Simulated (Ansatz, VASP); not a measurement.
# GaN in VASP and in Ansatz

```xyz
2
Lattice="0.0000 2.2490 2.2490 2.2490 0.0000 2.2490 2.2490 2.2490 0.0000" Properties=species:S:1:pos:R:3 pbc="T T T"
Ga    0.0000    0.0000    0.0000
N     1.1245    1.1245    1.1245
```

Alike in both runs: task single point; functional PBE; k mesh 6 × 6 × 6; occupations fermi-dirac, width 0.001 eV; no spin polarisation.

|  | VASP | Ansatz |
| --- | --- | --- |
| version | VASP 6.6.1 | Ansatz 0.2.0 |
| potentials or method | VASP PAW PBE potentials, release 64 (Ga_d, N) | plane waves |
| plane-wave cutoff (eV) | 520 | 420 |
| valence electrons in the cell | 18 | 18 |

```tsv
	VASP	Ansatz	Ansatz less VASP
gap on the k mesh at the Fermi level (eV)	1.76	1.75	-0.008
pressure (GPa)	6.2	6.2	-0.02
```

With one functional, cell and mesh, what is left measures potentials, basis and numerics.

Expect the measured gap to be larger: semilocal functionals such as PBE lack the derivative discontinuity.
